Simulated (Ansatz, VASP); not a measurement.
# As: VASP beside Ansatz

INCAR

```
  ALGO = Normal
  EDIFF = 1E-6
  ENCUT = 520
  GGA = PE
  ISIF = 2
  ISMEAR = 1
  LASPH = T
  LCHARG = F
  LREAL = F
  LWAVE = F
  NBANDS = 12
  NELM = 60
  PREC = Accurate
  SIGMA = 0.03
```

The input KPOINTS:

```
k-points
0
Gamma
  10 10 10
```

The input POSCAR:

```
As
1.0
    1.9036109523      1.0990502958      3.6081612956
   -1.9036109523      1.0990502958      3.6081612956
    0.0000000000     -2.1981005915      3.6081612956
As
2
Direct
    0.7737100447      0.7737100447      0.7737100447
    0.2262899553      0.2262899553      0.2262899553
```

Input for Ansatz:

```yaml
crystal:
  lattice:
    - [1.9036109523, 1.0990502958, 3.6081612956]
    - [-1.9036109523, 1.0990502958, 3.6081612956]
    - [0.0, -2.1981005915, 3.6081612956]
  atoms:
    - { symbol: As, position: [0.7737100447, 0.7737100447, 0.7737100447] }
    - { symbol: As, position: [0.2262899553, 0.2262899553, 0.2262899553] }
hamiltonian:
  xc: pbe
  pseudopotentials:
    kind: paw
    azcp:
      As: "pseudopotentials/As.paw.azcp"
basis:
  ecutwfc: 420
  fft_grid_basis: typed
kpoints:
  mp_grid: { grid: [10, 10, 10], shift: [0, 0, 0] }
magnetization:
  spin_polarized: false
scf:
  occupations: { method: cold, width: 0.03 }
  lower_state_search: "off"
output:
  stress: true
```

Alike in both runs: task single point; functional PBE; k mesh 10 × 10 × 10; no spin polarisation.

|  | VASP | Ansatz |
| --- | --- | --- |
| version | VASP 6.6.1 | Ansatz 0.2.0 |
| potentials or method | VASP PAW PBE potentials, release 64 (As) | plane waves (420 eV) with PAW, scalar-relativistic |
| plane-wave cutoff (eV) | 520 | 420 |
| occupations | methfessel-paxton of order 1, width 0.03 eV | cold, width 0.03 eV |
| valence electrons in the cell | 10 | 30 |

|  | VASP | Ansatz | Ansatz less VASP |
| --- | --- | --- | --- |
| pressure (GPa) | 0.3 | 0.0 | -0.26 |
| largest component of the traceless stress (GPa) | 0.14 | 0.05 | -0.097 |

The two sets of potentials don't hold the same shells in valence.
